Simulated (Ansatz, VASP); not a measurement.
# One calculation of CdS, two programs

```
Cd S
1.0
     0.00000    2.75324    2.75324
     2.75324    0.00000    2.75324
     2.75324    2.75324    0.00000
Cd S
1 1
Direct
  0.00000 0.00000 0.00000
  0.50000 0.50000 0.50000
```

Measurements of this composition are mostly on another form, of space group No. 186.

Alike in both runs: task relaxation of cell and atoms; functional r2SCAN; dispersion D4; k mesh 5 × 5 × 5; no spin polarisation.

|  | VASP | Ansatz |
| --- | --- | --- |
| version | VASP 6.6.1 | Ansatz 0.2.0 |
| potentials or method | VASP PAW PBE potentials, release 64 (Cd, S) | plane waves, PAW |
| plane-wave cutoff (eV) | 600 | 626 |
| occupations | gaussian, width 0.01 eV | fixed |
| valence electrons in the cell | 18 | 26 |

```csv
,VASP,Ansatz,Ansatz less VASP
relaxed volume (Å³/atom),20.16,20.05,-0.105
relaxed cell length with the largest relative difference (Å),3.849,3.842,-0.0067
energy change over the relaxation (meV/atom),-6,-8,-2.0
```

The two sets of potentials don't hold the same shells in valence.

Caveats: the PAW data sets were made with another functional, which shifts forces and pressure a little (VASP); an odd mesh through Γ misses points on the zone boundary, where band edges often lie. r2SCAN opens gaps a little over a GGA but as a rule still falls short of measured ones.
